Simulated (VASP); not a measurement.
**V under changes of volume**

One of the cells (12.628 Å³/atom); the others are scaled copies at fixed shape and fractional positions:

```
V
1.0
    -1.46698    1.46698    1.46698
     1.46698   -1.46698    1.46698
     1.46698    1.46698   -1.46698
V
1
Cartesian
  2.9340 0.0000 0.0000
```

| Item | Value |
| --- | --- |
| Program | VASP 6.6.1 |
| Functional | LDA |
| Potentials or basis | VASP PAW LDA potentials, release 64 (V_sv) |
| Cutoff | 520 eV |
| k mesh | 10 × 10 × 10 |
| Occupations | fermi-dirac, width 0.05 eV |
| Spin | collinear spin, ferromagnetic start |
| Starting moments | [2.0] μB |

```csv
volume (Å³/atom),energy over the lowest point (meV/atom),pressure (GPa)
12.123,14.25,9.0
12.375,3.68,4.3
12.628,0.00,0.0
12.880,?,?
13.133,11.38,-7.5
```

What does the run at 12.880 Å³/atom give?

Energy over the lowest point 2.72 meV/atom; pressure -3.9 GPa.

Worked out: A Birch-Murnaghan fit of order 2 (a polynomial in V^(-2/3)) to the other rows has its minimum at 12.64 Å³/atom with B0 = V·E''(V) = 201 GPa. It gives 2.81 meV/atom at 12.880 Å³/atom, against the run's 2.72, and -dE/dV = -3.7 GPa, against -3.9.

Energies are extrapolated to zero smearing.
